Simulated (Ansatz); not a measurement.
**NbSi: a trial structure relaxed, part 1 of 2**

Where does this trial cell of NbSi go when cell and atoms are let free?

Program: Ansatz 0.2.0. Level of theory: DFT PBE, scalar-relativistic, plane waves, PAW. These are calculated values, not measurements.

### Step 1. Starting point

The structure is cubic, space group Pm-3m (No. 221). Conventional cell: a = 2.849 Å, b = 2.849 Å, c = 2.849 Å, α = 90.00°, β = 90.00°, γ = 90.00°. Nb (site symmetry m-3m) is surrounded by 8 Si at 2.47 Å. Around Si (site symmetry m-3m) lie 8 Nb at 2.47 Å.

Structure file:

```cif
data_structure
_symmetry_space_group_name_H-M 'Pm-3m'
_symmetry_Int_Tables_number 221
_cell_length_a 2.8493
_cell_length_b 2.8493
_cell_length_c 2.8493
_cell_angle_alpha 90.000
_cell_angle_beta 90.000
_cell_angle_gamma 90.000
_cell_volume 23.13
loop_
_atom_site_label
_atom_site_type_symbol
_atom_site_symmetry_multiplicity
_atom_site_Wyckoff_symbol
_atom_site_fract_x
_atom_site_fract_y
_atom_site_fract_z
_atom_site_occupancy
Nb1 Nb 1 a 0.00000 0.00000 0.00000 1
Si1 Si 1 b 0.50000 0.50000 0.50000 1
```

The cell is invented: random cell by space group and Wyckoff sites (Pm-3m, No. 221). The dimensions are guesses.

### Step 2. The guess as it stands, on a coarse mesh

input.yaml

```yaml
crystal:
  lattice:
    - [2.8492878, 0.0, 0.0]
    - [0.0, 2.8492878, 0.0]
    - [0.0, 0.0, 2.8492878]
  atoms:
    - { symbol: Nb, position: [0.0, 0.0, 0.0] }
    - { symbol: Si, position: [0.5, 0.5, 0.5] }
basis:
  ecutwfc: 420
kpoints:
  mp_grid: { grid: [6, 6, 6] }
hamiltonian:
  xc: pbe
scf:
  occupations: { method: gaussian, width: 0.1 }
  lower_state_search: "off"
output:
  forces: true
  stress: true
  eigenvalues: true
```

Started as:

```sh
ansatz run input.yaml --threads 1 --pin off --max-ram 2048MiB --backend cpu --events-out ev --progress --plain --runs-dir out
```

The program printed, cut to the lines that bear on the results:

```text
Warning: RAYON_NUM_THREADS=1 ignored (pool sized by the plan → 1); use --threads N
[...]
Pseudopotentials: kind: paw
Pseudopotential: Nb, paw, valence charge 13, recommended cutoff 420 eV (normal), Nb.paw.azcp
Pseudopotential: Si, paw, valence charge 4, recommended cutoff 420 eV (normal), Si.paw.azcp
Functional definition: PBE
[...]
Crystal: 2 atoms, lattice volume = 23.132 Å³
Basis set: ecut = 420 eV, 461 PW (Γ), exchange–correlation on 40×40×40 points (8 copies of the dense FFT grid, shifted against one another)
Bands: 13, of which v1, the nominal top of the filled ones, is band 9 counted from 1 (8 counted from 0)
Symmetry: 48 space group operations
Space group: Pm-3m (ITA 221), of the structure as read, at distance tolerance 2.8e-5 Å
k-points: 20 of 216
[...]
SCF iter   1: F=—  HF=-5186.584214 eV  |F-HF|=—  |Δ(HF+E_count)|=         —  Δρ=8.76e-3  dr2=2.38e-2  ethr=1.77e-3  ⟨swp⟩=5.1  Hψ=1504  notcnv=0
[...]
SCF iter   6: F=-5186.576897 eV  HF=-5186.576897 eV  |F-HF|=1.26e-10  |Δ(HF+E_count)|=   2.08e-9  Δρ=7.19e-7  dr2=1.52e-10  ethr=9.66e-11  ⟨swp⟩=3.1  Hψ=968  notcnv=0
[...]
SCF converged after 6 iterations
Free energy (F): -5186.576897 eV
[...]
E sigma→0 (E₀):  -5186.570770 eV
Entropy (-TS):   -0.012254 eV (-6.127 meV/atom)
Fermi energy:    21.510631 eV
[...]
--- Forces (eV/Å), atoms counted from 1 ---
  atom   1  Nb    -0.00000000    -0.00000000     0.00000000
  atom   2  Si     0.00000000     0.00000000     0.00000000
[...]
--- Stress (GPa, compression-positive) ---
       96.358778       0.000000       0.000000
        0.000000      96.358778       0.000000
        0.000000       0.000000      96.358778
  P = ⅓ Tr σ = 96.3588 GPa (963.588 kbar)
--- Band table (eV; the first three rows and the last of 20) ---
  k-point 0: bands = ["-32.6579", "-8.4500", "-8.4500", "-8.4500", "8.6453", "17.1157", "17.1157", "24.4851", "24.4851", "24.4851", "25.0266", "25.0266", "25.0266"]
[...]
```

It took 0.65 s on 1 thread of Arm Neoverse V1, shared host; peak memory 0.25 GiB.

The probe gives pressure 96.4 GPa, largest force 0.00 eV/Å, gap on this mesh none (metal). A guess like this is first relaxed loosely on the coarse mesh.

### Step 3. A loose first relaxation

input.yaml, as its differences from that of step 2:

```diff
@@ -21 +21,6 @@
   eigenvalues: true
+relax:
+  adjacent_minimum: "off"
+  f_tol: 0.04
+  max_steps: 70
+  cell: { stress_tol: 0.4 }
```

Started as:

```sh
ansatz run input.yaml --threads 1 --pin off --max-ram 2048MiB --backend cpu --events-out ev --progress --plain --runs-dir out
```

The program printed:

```text
Warning: RAYON_NUM_THREADS=1 ignored (pool sized by the plan → 1); use --threads N
Engine: ansatz 0.2.0, aarch64-unknown-linux-gnu
Pseudopotentials: kind: paw
Pseudopotential: Nb, paw, valence charge 13, recommended cutoff 420 eV (normal), Nb.paw.azcp
Pseudopotential: Si, paw, valence charge 4, recommended cutoff 420 eV (normal), Si.paw.azcp
Functional definition: PBE
  parameter kappa = 0.804
  parameter beta = 0.06672455060314922
  exchange = pbe_x(kappa = kappa, mu = beta*pi^2/3)
  correlation = pbe_c(beta = beta)
Crystal: 2 atoms, lattice volume = 23.132 Å³
Basis set: ecut = 420 eV, 461 PW (Γ), exchange–correlation on 40×40×40 points (8 copies of the dense FFT grid, shifted against one another)
Bands: 13, of which v1, the nominal top of the filled ones, is band 9 counted from 1 (8 counted from 0)
Symmetry: 48 space group operations
Space group: Pm-3m (ITA 221), of the structure as read, at distance tolerance 2.8e-5 Å
k-points: 20 of 216
Non-local potential: Nb, projectors of the file, l = 0: 3, l = 1: 2, l = 2: 2, l = 3: 1
Non-local potential: Si, projectors of the file, l = 0: 2, l = 1: 2, l = 2: 2
PAW form: soft (Blöchl's): semilocal exchange-correlation on the pseudo side does not see the compensation charge
PAW one-centre angular grid: Nb, 590 points (default); XC on 64 Gauss nodes
PAW one-centre angular grid: Si, 110 points (default); XC on 64 Gauss nodes
Initial density: superposition of atomic densities (neutral atoms: chi_scale 0, normalization atom), corrected by the library's trained network
Initial wavefunctions: pseudopotential atomic-orbital guess
Functional: x = pbe(κ = 0.804, μ = 0.2195149727645171), c = pbe(β = 0.06672455060314922)
SCF iter   1: F=—  HF=-5186.584214 eV  |F-HF|=—  |Δ(HF+E_count)|=         —  Δρ=8.76e-3  dr2=2.38e-2  ethr=1.77e-3  ⟨swp⟩=5.1  Hψ=1504  notcnv=0
preconditioner: auto → none  [metal: Δε(μ)=0.060 eV  Ē_g=9.317 eV  σ=0.100 eV  W_gap=0.33  n_scr=6 (ndim 8)  ℏωp=23.2 eV  f_vac=0.000  D(μ)=2.57/eV (n_scr^D=32)  sad-step TF]
SCF iter   2: F=—  HF=-5186.578233 eV  |F-HF|=—  |Δ(HF+E_count)|=   5.98e-3  Δρ=4.24e-3  dr2=4.70e-3  ethr=1.40e-4  ⟨swp⟩=1.0  Hψ=420  notcnv=0
SCF iter   3: F=—  HF=-5186.576910 eV  |F-HF|=—  |Δ(HF+E_count)|=   1.32e-3  Δρ=4.55e-4  dr2=3.42e-5  ethr=2.77e-5  ⟨swp⟩=2.0  Hψ=319  notcnv=0  defer=1
SCF iter   4: F=—  HF=-5186.576897 eV  |F-HF|=—  |Δ(HF+E_count)|=   1.29e-5  Δρ=7.89e-5  dr2=1.31e-6  ethr=2.01e-7  ⟨swp⟩=2.1  Hψ=361  notcnv=0  defer=1
iter 5 did not close the SCF: its close was put off for the readings that it lacked (scf_convergence_deferred on its scf_iter line)
SCF iter   5: F=-5186.576897 eV  HF=-5186.576897 eV  |F-HF|=9.36e-9  |Δ(HF+E_count)|=   1.25e-8  Δρ=9.17e-6  dr2=1.64e-8  ethr=7.69e-9  ⟨swp⟩=2.5  Hψ=394  notcnv=0  defer=1
SCF iter   6: F=-5186.576897 eV  HF=-5186.576897 eV  |F-HF|=1.26e-10  |Δ(HF+E_count)|=   2.08e-9  Δρ=7.19e-7  dr2=1.52e-10  ethr=9.66e-11  ⟨swp⟩=3.1  Hψ=968  notcnv=0
SCF 1 converged in 6 iterations: F = -5186.576897 eV  dr2 = 1.52e-10
relax step   1: F+E_penalty+E_count = -5186.57689723 eV  Δ(F+E_penalty+E_count) = +0.000e0 eV  max|allowed force component| = 2.958e-31 eV/Å  Δτ_max = 0.0000 Å  P = +96.359 GPa  Ω = 23.132 Å³  (6 SCF iters, dr2 threshold 1.00e-7 eV, accepted)
Crystal: 2 atoms, lattice volume = 26.682 Å³
Basis set: ecut = 420 eV, 485 PW (Γ), exchange–correlation on 40×40×40 points (8 copies of the dense FFT grid, shifted against one another)
Initial density: handed on by an earlier stage of this run
Initial wavefunctions: those handed on with the density
iter 1 solved again at ethr=7.82e-5 eV; its pass at ethr=3.10e-3 eV (dr2=1.33e-2 eV) is discarded
SCF iter   1: F=—  HF=-5188.031238 eV  |F-HF|=—  |Δ(HF+E_count)|=         —  Δρ=7.17e-3  dr2=1.33e-2  ethr=7.82e-5  ⟨swp⟩=1.0  Hψ=1745  notcnv=0
preconditioner: auto → none  [insulator: Δε(μ)=0.197 eV  Ē_g=8.313 eV  σ=0.100 eV  W_gap=0.52  n_scr=6 (ndim 8)  ℏωp=21.6 eV  f_vac=0.000  D(μ)=1.81/eV (n_scr^D=18)  ε∞_Penn≈7.7]
SCF iter   2: F=—  HF=-5188.028619 eV  |F-HF|=—  |Δ(HF+E_count)|=   2.62e-3  Δρ=3.00e-3  dr2=2.68e-3  ethr=7.80e-5  ⟨swp⟩=2.1  Hψ=400  notcnv=0
SCF iter   3: F=—  HF=-5188.027919 eV  |F-HF|=—  |Δ(HF+E_count)|=   7.00e-4  Δρ=1.48e-3  dr2=3.64e-4  ethr=1.58e-5  ⟨swp⟩=2.1  Hψ=333  notcnv=0
SCF iter   4: F=—  HF=-5188.027859 eV  |F-HF|=—  |Δ(HF+E_count)|=   6.01e-5  Δρ=1.02e-4  dr2=3.26e-6  ethr=2.14e-6  ⟨swp⟩=2.1  Hψ=293  notcnv=0
SCF iter   5: F=—  HF=-5188.027969 eV  |F-HF|=—  |Δ(HF+E_count)|=   1.10e-4  Δρ=2.43e-5  dr2=2.15e-7  ethr=1.92e-8  ⟨swp⟩=2.6  Hψ=408  notcnv=0
SCF iter   6: F=-5188.027969 eV  HF=-5188.027969 eV  |F-HF|=2.95e-9  |Δ(HF+E_count)|=   5.16e-8  Δρ=3.49e-6  dr2=3.55e-9  ethr=1.18e-9  ⟨swp⟩=4.8  Hψ=991  notcnv=0
SCF 2 converged in 6 iterations: F = -5188.027969 eV  dr2 = 3.55e-9
relax step   2: F+E_penalty+E_count = -5188.02796867 eV  Δ(F+E_penalty+E_count) = -1.451e0 eV  max|allowed force component| = 4.109e-32 eV/Å  Δτ_max = 0.0000 Å  P = +40.012 GPa  Ω = 26.682 Å³  energy of the carried Pulay correction = -1.145e-3 eV  (6 SCF iters, dr2 threshold 2.00e-7 eV, accepted)
Crystal: 2 atoms, lattice volume = 29.934 Å³
Basis set: ecut = 420 eV, 587 PW (Γ), exchange–correlation on 40×40×40 points (8 copies of the dense FFT grid, shifted against one another)
iter 1 solved again at ethr=4.44e-5 eV; its pass at ethr=3.10e-3 eV (dr2=7.56e-3 eV) is discarded
SCF iter   1: F=—  HF=-5188.504676 eV  |F-HF|=—  |Δ(HF+E_count)|=         —  Δρ=4.80e-3  dr2=7.50e-3  ethr=4.44e-5  ⟨swp⟩=1.0  Hψ=1743  notcnv=0
preconditioner: auto → none  [insulator: Δε(μ)=0.310 eV  Ē_g=7.506 eV  σ=0.100 eV  W_gap=0.62  n_scr=6 (ndim 8)  ℏωp=20.4 eV  f_vac=0.000  D(μ)=2.08/eV (n_scr^D=26)  ε∞_Penn≈8.4]
SCF iter   2: F=—  HF=-5188.502618 eV  |F-HF|=—  |Δ(HF+E_count)|=   2.06e-3  Δρ=2.23e-3  dr2=1.29e-3  ethr=4.41e-5  ⟨swp⟩=1.4  Hψ=275  notcnv=0
SCF iter   3: F=—  HF=-5188.502263 eV  |F-HF|=—  |Δ(HF+E_count)|=   3.55e-4  Δρ=1.80e-4  dr2=3.91e-6  ethr=7.62e-6  ⟨swp⟩=2.2  Hψ=344  notcnv=0
SCF iter   4: F=—  HF=-5188.502402 eV  |F-HF|=—  |Δ(HF+E_count)|=   1.39e-4  Δρ=2.80e-5  dr2=1.04e-7  ethr=1.18e-9  ⟨swp⟩=3.9  Hψ=1288  notcnv=0
iter 5 did not close the SCF: its close was put off for the readings that it lacked (scf_convergence_deferred on its scf_iter line)
SCF iter   5: F=-5188.502402 eV  HF=-5188.502402 eV  |F-HF|=1.04e-9  |Δ(HF+E_count)|=   2.88e-8  Δρ=4.64e-6  dr2=3.43e-9  ethr=6.12e-10  ⟨swp⟩=2.8  Hψ=410  notcnv=0
SCF iter   6: F=-5188.502402 eV  HF=-5188.502402 eV  |F-HF|=2.00e-11  |Δ(HF+E_count)|=  1.87e-10  Δρ=3.52e-7  dr2=3.78e-11  ethr=2.02e-11  ⟨swp⟩=1.1  Hψ=770  notcnv=0
SCF 3 converged in 6 iterations: F = -5188.502402 eV  dr2 = 3.78e-11
relax step   3: F+E_penalty+E_count = -5188.50240187 eV  Δ(F+E_penalty+E_count) = -4.744e-1 eV  max|allowed force component| = 1.413e-30 eV/Å  Δτ_max = 0.0000 Å  P = +9.502 GPa  Ω = 29.934 Å³  energy of the carried Pulay correction = -2.061e-3 eV  (6 SCF iters, dr2 threshold 2.00e-7 eV, accepted)
Crystal: 2 atoms, lattice volume = 31.554 Å³
Basis set: ecut = 420 eV, 619 PW (Γ), exchange–correlation on 40×40×40 points (8 copies of the dense FFT grid, shifted against one another)
iter 1 solved again at ethr=1.14e-5 eV; its pass at ethr=3.10e-3 eV (dr2=1.93e-3 eV) is discarded
SCF iter   1: F=—  HF=-5188.544980 eV  |F-HF|=—  |Δ(HF+E_count)|=         —  Δρ=2.22e-3  dr2=2.04e-3  ethr=1.14e-5  ⟨swp⟩=1.0  Hψ=1691  notcnv=0
preconditioner: auto → none  [insulator: Δε(μ)=0.343 eV  Ē_g=7.164 eV  σ=0.100 eV  W_gap=0.61  n_scr=6 (ndim 8)  ℏωp=19.8 eV  f_vac=0.000  D(μ)=2.09/eV (n_scr^D=26)  ε∞_Penn≈8.7]
SCF iter   2: F=—  HF=-5188.544451 eV  |F-HF|=—  |Δ(HF+E_count)|=   5.30e-4  Δρ=1.04e-3  dr2=3.55e-4  ethr=1.14e-5  ⟨swp⟩=1.4  Hψ=274  notcnv=0
SCF iter   3: F=—  HF=-5188.544363 eV  |F-HF|=—  |Δ(HF+E_count)|=   8.74e-5  Δρ=8.90e-5  dr2=1.09e-6  ethr=2.09e-6  ⟨swp⟩=2.0  Hψ=330  notcnv=0
SCF iter   4: F=—  HF=-5188.544461 eV  |F-HF|=—  |Δ(HF+E_count)|=   9.83e-5  Δρ=1.08e-5  dr2=1.40e-8  ethr=6.43e-9  ⟨swp⟩=2.1  Hψ=403  notcnv=0
iter 5 did not close the SCF: its close was put off for the readings that it lacked (scf_convergence_deferred on its scf_iter line)
SCF iter   5: F=-5188.544461 eV  HF=-5188.544461 eV  |F-HF|=8.37e-11  |Δ(HF+E_count)|=   4.57e-9  Δρ=1.88e-6  dr2=5.26e-10  ethr=8.24e-11  ⟨swp⟩=2.0  Hψ=366  notcnv=0
SCF iter   6: F=-5188.544461 eV  HF=-5188.544461 eV  |F-HF|=3.27e-11  |Δ(HF+E_count)|=  3.73e-11  Δρ=2.83e-7  dr2=3.79e-11  ethr=3.09e-12  ⟨swp⟩=1.0  Hψ=764  notcnv=0
SCF 4 converged in 6 iterations: F = -5188.544461 eV  dr2 = 3.79e-11
relax step   4: F+E_penalty+E_count = -5188.54446149 eV  Δ(F+E_penalty+E_count) = -4.206e-2 eV  max|allowed force component| = 4.930e-32 eV/Å  Δτ_max = 0.0000 Å  P = -0.665 GPa  Ω = 31.554 Å³  energy of the carried Pulay correction = -2.477e-3 eV  (6 SCF iters, dr2 threshold 2.00e-7 eV, accepted)
Crystal: 2 atoms, lattice volume = 31.434 Å³
iter 1 solved again at ethr=6.21e-8 eV; its pass at ethr=3.10e-3 eV (dr2=1.06e-5 eV) is discarded
SCF iter   1: F=—  HF=-5188.544641 eV  |F-HF|=—  |Δ(HF+E_count)|=         —  Δρ=1.61e-4  dr2=1.08e-5  ethr=6.21e-8  ⟨swp⟩=2.0  Hψ=1591  notcnv=0
preconditioner: auto → none  [insulator: Δε(μ)=0.350 eV  Ē_g=7.198 eV  σ=0.100 eV  W_gap=0.62  n_scr=6 (ndim 8)  ℏωp=19.9 eV  f_vac=0.000  D(μ)=2.07/eV (n_scr^D=26)  ε∞_Penn≈8.6]
SCF iter   2: F=—  HF=-5188.544741 eV  |F-HF|=—  |Δ(HF+E_count)|=   9.95e-5  Δρ=7.53e-5  dr2=1.87e-6  ethr=6.21e-8  ⟨swp⟩=1.4  Hψ=275  notcnv=0
iter 3 did not close the SCF: its close was put off for the readings that it lacked (scf_convergence_deferred on its scf_iter line)
SCF iter   3: F=-5188.544740 eV  HF=-5188.544740 eV  |F-HF|=2.56e-9  |Δ(HF+E_count)|=   4.58e-7  Δρ=6.45e-6  dr2=5.26e-9  ethr=1.10e-8  ⟨swp⟩=2.1  Hψ=331  notcnv=0
iter 4 did not close the SCF: its close was put off for the readings that it lacked (scf_convergence_deferred on its scf_iter line)
SCF iter   4: F=-5188.544740 eV  HF=-5188.544740 eV  |F-HF|=3.27e-11  |Δ(HF+E_count)|=   5.41e-9  Δρ=8.11e-7  dr2=6.97e-11  ethr=3.09e-11  ⟨swp⟩=2.2  Hψ=405  notcnv=0
iter 5 did not close the SCF: its close was put off for the readings that it lacked (scf_convergence_deferred on its scf_iter line)
SCF iter   5: F=-5188.544740 eV  HF=-5188.544740 eV  |F-HF|=0.00e0  |Δ(HF+E_count)|=  4.55e-11  Δρ=5.21e-8  dr2=7.25e-13  ethr=1.00e-12  ⟨swp⟩=1.6  Hψ=315  notcnv=0
SCF iter   6: F=-5188.544740 eV  HF=-5188.544740 eV  |F-HF|=9.09e-13  |Δ(HF+E_count)|=  9.09e-13  Δρ=1.70e-8  dr2=8.87e-14  ethr=1.00e-12  ⟨swp⟩=1.0  Hψ=600  notcnv=0
SCF 5 converged in 6 iterations: F = -5188.544740 eV  dr2 = 8.87e-14
relax step   5: F+E_penalty+E_count = -5188.54474045 eV  Δ(F+E_penalty+E_count) = -2.790e-4 eV  max|allowed force component| = 5.259e-31 eV/Å  Δτ_max = 0.0000 Å  P = +0.003 GPa  Ω = 31.434 Å³  energy of the carried Pulay correction = -2.447e-3 eV  (6 SCF iters, dr2 threshold 2.00e-7 eV, accepted)
Basis set: ecut = 420 eV, 619 PW (Γ), exchange–correlation on 48×48×48 points (8 copies of the dense FFT grid, shifted against one another)
Initial wavefunctions: pseudopotential atomic-orbital guess (no wavefunctions were taken with the density)
iter 1 solved again at ethr=3.94e-8 eV; its pass at ethr=3.10e-3 eV (dr2=6.70e-6 eV) is discarded
SCF iter   1: F=—  HF=-5188.551656 eV  |F-HF|=—  |Δ(HF+E_count)|=         —  Δρ=4.09e-4  dr2=5.79e-6  ethr=3.94e-8  ⟨swp⟩=3.0  Hψ=2169  notcnv=0
preconditioner: auto → none  [insulator: Δε(μ)=0.350 eV  Ē_g=7.197 eV  σ=0.100 eV  W_gap=0.62  n_scr=6 (ndim 8)  ℏωp=19.9 eV  f_vac=0.000  D(μ)=2.07/eV (n_scr^D=26)  ε∞_Penn≈8.6]
SCF iter   2: F=—  HF=-5188.551691 eV  |F-HF|=—  |Δ(HF+E_count)|=   3.49e-5  Δρ=2.06e-4  dr2=1.38e-6  ethr=3.41e-8  ⟨swp⟩=2.0  Hψ=347  notcnv=0
SCF iter   3: F=—  HF=-5188.551700 eV  |F-HF|=—  |Δ(HF+E_count)|=   9.16e-6  Δρ=1.04e-5  dr2=1.22e-8  ethr=8.14e-9  ⟨swp⟩=2.0  Hψ=347  notcnv=0
iter 4 did not close the SCF: its close was put off for the readings that it lacked (scf_convergence_deferred on its scf_iter line)
SCF iter   4: F=-5188.551700 eV  HF=-5188.551700 eV  |F-HF|=1.56e-10  |Δ(HF+E_count)|=   1.30e-8  Δρ=1.44e-6  dr2=2.58e-10  ethr=7.19e-11  ⟨swp⟩=2.1  Hψ=428  notcnv=0
iter 5 did not close the SCF: its close was put off for the readings that it lacked (scf_convergence_deferred on its scf_iter line)
SCF iter   5: F=-5188.551700 eV  HF=-5188.551700 eV  |F-HF|=2.73e-12  |Δ(HF+E_count)|=  1.95e-10  Δρ=2.07e-7  dr2=9.69e-12  ethr=1.52e-12  ⟨swp⟩=2.1  Hψ=427  notcnv=0
SCF iter   6: F=-5188.551700 eV  HF=-5188.551700 eV  |F-HF|=9.09e-13  |Δ(HF+E_count)|=  9.09e-13  Δρ=1.35e-8  dr2=1.92e-14  ethr=1.00e-12  ⟨swp⟩=2.0  Hψ=656  notcnv=0
SCF 6 converged in 6 iterations: F = -5188.551700 eV  dr2 = 1.92e-14
relax step   6: F+E_penalty+E_count = -5188.55170035 eV  Δ(F+E_penalty+E_count) = -6.960e-3 eV  max|allowed force component| = 1.315e-30 eV/Å  Δτ_max = 0.0000 Å  P = +0.284 GPa  Ω = 31.434 Å³  stress off target by 2.84e-1 GPa  SCF on the basis re-selected at this cell (its energy is not comparable with the rows above)  (6 SCF iters)
basis re-selected at this cell: Δ(F+E_penalty+E_count) = -6.960e-3 eV, ΔP = +0.280 GPa vs the last step (what re-selecting the basis moved, of the pressure what is left beyond the Pulay correction that the steps carried, after the strain that the cell walked since its last selection, with what the two solves' SCF thresholds leave and, on support functions, any second-order correction that the steps lacked; it is no measure of the basis error at this ecutwfc). The dense FFT grid was sized anew with the basis: this SCF ran on 24×24×24 points, the steps before it on 20×20×20, so part of this shift can come from that change (see relax.cell in the input reference). This SCF's stress stands 2.84e-1 GPa from its target on what of the cell is left free (relax.cell.stress_tol is 4.00e-1 GPa) and its largest allowed force component is 1.31e-30 eV/Å (relax.f_tol is 4.00e-2 eV/Å): within both
SCF converged after 6 iterations
Free energy (F): -5188.551700 eV
Harris-Foulkes:  -5188.551700 eV  (|F-HF|=9.09e-13)
Internal energy: -5188.541334 eV  (E = F + TS)
E sigma→0 (E₀):  -5188.546517 eV
Entropy (-TS):   -0.010366 eV (-5.183 meV/atom)
Fermi energy:    15.141073 eV
--- Per-component energies (eV) ---
  E_band       = -68.636481
  E_kinetic    = 436.869505
  E_local      = -850.661408  (includes V_loc(G=0)·N_el)
  E_nonlocal   = 145.676016
  E_hartree    = 285.378827
  E_xc         = -232.039052
  E_vxc        = -261.502650  (∫ρ·V_xc dr)
  E_paw        = -3586.029264  (= ΣΔE_a)
  E_vpaw       = -109.775608  (= ΣTr[D̂ρ^β])
  E_aug_tail   = 0.000012  (compensation charges beyond the density's cutoff)
  E_ewald      = -1387.735970
  E_smearing   = -0.010366  (= −TS)
  E_closure    = -0.000000  (closes the sum)
  Σ components = -5188.551700   (vs F -5188.551700, Δ=0.00e0)
--- Forces (eV/Å), atoms counted from 1 ---
  atom   1  Nb     0.00000000     0.00000000     0.00000000
  atom   2  Si    -0.00000000    -0.00000000     0.00000000
  max |Σ_I F_I| component: 7.89e-31 eV/Å
--- Stress (GPa, compression-positive) ---
        0.283694       0.000000       0.000000
        0.000000       0.283694      -0.000000
        0.000000      -0.000000       0.283694
  P = ⅓ Tr σ = 0.2837 GPa (2.837 kbar)
--- Band table (eV; the first three rows and the last of 20) ---
  k-point 0: bands = ["-39.4723", "-15.3948", "-15.3948", "-15.3948", "4.1321", "12.5071", "12.5071", "17.4032", "17.4032", "17.4032", "17.6762", "17.6762", "17.6762"]
  k-point 1: bands = ["-39.4634", "-15.5063", "-15.3847", "-15.3847", "4.6055", "12.2202", "12.7409", "15.7543", "15.7543", "17.0667", "17.5111", "19.5828", "19.5828"]
  k-point 2: bands = ["-39.4455", "-15.7232", "-15.3643", "-15.3643", "5.8934", "10.5498", "13.2979", "14.5282", "14.5282", "17.7412", "17.9631", "21.5512", "21.7402"]
  k-point 19: bands = ["-39.3686", "-15.6998", "-15.6998", "-15.6998", "10.0897", "10.0897", "10.0897", "11.3125", "19.0410", "19.0410", "19.0410", "19.4485", "19.4485"]
--- Relaxed structure (5 steps of the walk, 5 accepted, 1 SCFs on fresh bases) ---
  F+E_penalty+E_count = -5188.55170035 eV   max|allowed force component| = 1.315e-30 eV/Å   (the final SCF, on the basis selected at the relaxed cell)
  cell:  # Å, volume = 31.4341 Å³
    - [3.155976470947959, -1.0432120532097526e-33, 4.012354050806742e-34]
    - [-1.0432120532097526e-33, 3.155976470947959, 0.0]
    - [9.148167235839369e-34, 0.0, 3.155976470947959]
  atoms:
    - { symbol: Nb, position: [-5.632781708898262e-36, -2.816390854449131e-36, -2.8163908544491406e-36] }
    - { symbol: Si, position: [0.5000000000000001, 0.5000000000000001, 0.5000000000000001] }
```

Run time: 3.9 s. Hardware: 1 thread of Arm Neoverse V1, shared host; peak memory 0.28 GiB.

The steps of the relaxation:

| step | energy from step 1 (eV/cell) | largest force component (eV/Å) | pressure (GPa) | volume (Å³) |
| --- | --- | --- | --- | --- |
| 1 | 0.0000 | 0.0000 | 96.36 | 23.13 |
| 2 | -1.4511 | 0.0000 | 40.01 | 26.68 |
| 3 | -1.9255 | 0.0000 | 9.50 | 29.93 |
| 4 | -1.9676 | 0.0000 | -0.66 | 31.55 |
| 5 | -1.9678 | 0.0000 | 0.00 | 31.43 |
| 6 | -1.9748 | 0.0000 | 0.28 | 31.43 |

Step 1 is the start. Step 6 repeats the geometry before it on a plane-wave basis chosen anew for that cell, so its energy need not be comparable with the rows above.

|  | before | after | change |
| --- | --- | --- | --- |
| a (Å) | 2.849 | 3.156 | +10.8 % |
| b (Å) | 2.849 | 3.156 | +10.8 % |
| c (Å) | 2.849 | 3.156 | +10.8 % |
| volume (Å³/atom) | 11.57 | 15.72 | +35.9 % |
| shortest distance (Å) | 2.468 | 2.733 | +10.8 % |
| space group (0.01 Å) | Pm-3m | Pm-3m | same |

Forces and stress were held to the start's 48 operations: a distortion of lower symmetry was not tested.

(Continued in part 2 of 2.)
